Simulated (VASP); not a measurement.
Au:

```xyz
1
Lattice="-1.6198 1.6198 1.6198 1.6198 -1.6198 1.6198 1.6198 1.6198 -1.6198" Properties=species:S:1:pos:R:3 pbc="T T T"
Au    0.0000    0.0000    0.0000
```

This isn't the form of Au at room conditions, which is fcc.

```yaml
Program: VASP 6.6.1
Task: relaxation of cell and atoms
Functional: PBE
Dispersion: D3(BJ)
Potentials_or_basis: VASP PAW PBE potentials, release 64 (Au)
Cutoff: 600 eV
k_mesh: 18 × 18 × 18
Occupations: gaussian, width 0.1 eV
Spin: no spin polarisation
```

At the start: pressure 2.6 GPa; volume 17.00 Å³/atom.

**Question.** How do energy, volume and symmetry change on relaxing?

**Answer.** Over 3 steps the energy falls by 2.1 meV/atom and the volume is 17.26 Å³/atom (+1.6 %); space group Im-3m (No. 229, to 0.05 Å).

The path:
| step | energy change (eV) | largest force (eV/Å) | pressure (GPa) | volume (Å³) |
| --- | --- | --- | --- | --- |
| 1 | 0.0000 | 0.0000 | 2.63 | 17.00 |
| 2 | 0.0031 | 0.0000 | -3.76 | 17.70 |
| 3 | -0.0021 | 0.0000 | -0.01 | 17.26 |

Final structure:
```
Au
1.0
    -1.62815    1.62815    1.62815
     1.62815   -1.62815    1.62815
     1.62815    1.62815   -1.62815
Au
1
Direct
  0.00000 0.00000 0.00000
```

Caveat: pairwise dispersion overbinds metals, which lowers pressure and volume.
